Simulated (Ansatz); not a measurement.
Elastic constants of Li2O (Fm-3m), step by step

```
Li O
1.0
     0.00000    2.28993    2.28993
     2.28993    0.00000    2.28993
     2.28993    2.28993    0.00000
Li O
2 1
Direct
  0.25000 0.25000 0.25000
  0.75000 0.75000 0.75000
  0.00000 0.00000 0.00000
```

Unless marked otherwise, the numbers come from PBEsol, all-electron LAPW in Ansatz 0.2.0, scalar-relativistic. k mesh 8×8×8, strains of ±0.005, fixed occupations, basis error target 0.5 meV/atom. The cell was relaxed by PAW under this functional.

The cell is cubic and carries a residual pressure of -0.12 GPa at this level. Each strain component that symmetry leaves independent is applied at ±0.005, the ions relax wherever a strain frees them, and the stress (tension positive, GPa) is read. Shears are engineering strains, γ = 2ε.

```tsv
strain	size	σxx	σyy	σzz	σyz	σxz	σxy
xx	-0.005	-0.9330	0.0186	0.0186	0.0000	0.0000	0.0000
xx	+0.005	1.1583	0.2133	0.2133	0.0000	0.0000	0.0000
yz	-0.005	0.1184	0.1171	0.1171	-0.2930	0.0000	0.0000
yz	+0.005	0.1184	0.1171	0.1171	0.2930	0.0000	0.0000
```

A central difference gives one constant, for example C11 ≈ (1.1583 − (-0.9330))/(0.01) = 209.1 GPa; the program then imposes the crystal's symmetry on the whole matrix.

Problem. What are the independent elastic constants?

Solution. C11 = 209.1, C12 = 19.5, C44 = 58.6 GPa.

Problem. Do they meet the Born conditions?

Solution. C11 − C12 = 189.7, C11 + 2C12 = 248.1 and C44 = 58.6 GPa must all be positive, so the crystal is elastically stable; that says nothing yet of its phonons.

Problem. What moduli does a random aggregate of grains have?

Solution. B = (C11 + 2C12)/3 = 82.7 GPa. G_V = (C11 − C12 + 3C44)/5 = 73.1 and G_R = 5(C11 − C12)C44/(4C44 + 3(C11 − C12)) = 69.2, so G_H = 71.1 GPa. Then E = 9BG/(3B + G) = 165.8 GPa, ν = (3B − 2G)/(6B + 2G) = 0.166 and B/G = 1.16, on the brittle side of Pugh's 1.75 (a rule of thumb, made for metals; it doesn't predict ductility here).

Problem. With the density of 2.066 g/cm³, how fast does sound travel, and what Debye temperature follows?

Solution. 

```
direction  slow (m/s)  middle (m/s)  fast (m/s)
    [100]        5326          5326       10061
    [110]        5326          6775        9148
    [111]        6329          6329        8823
```

The mean of v⁻³ over directions and branches gives v_m = 6416 m/s and θ_D = (ħ/k_B) v_m (6π²n)^(1/3) = 955 K, n being atoms per volume. Young's modulus spans 142 to 206 GPa over directions, and the universal anisotropy index is 0.28.

Problem. How far do the constants move if PAW replaces LAPW in the same cell?

Solution. 

```
constant  LAPW (GPa)  PAW (GPa)  difference
     C11       209.1      208.9        -0.2
     C12        19.5       19.6         0.1
     C44        58.6       58.6         0.0
```

Limits of these numbers: the frozen-core PAW files of the compared runs were fitted under PBE, their cores solved anew for this functional.
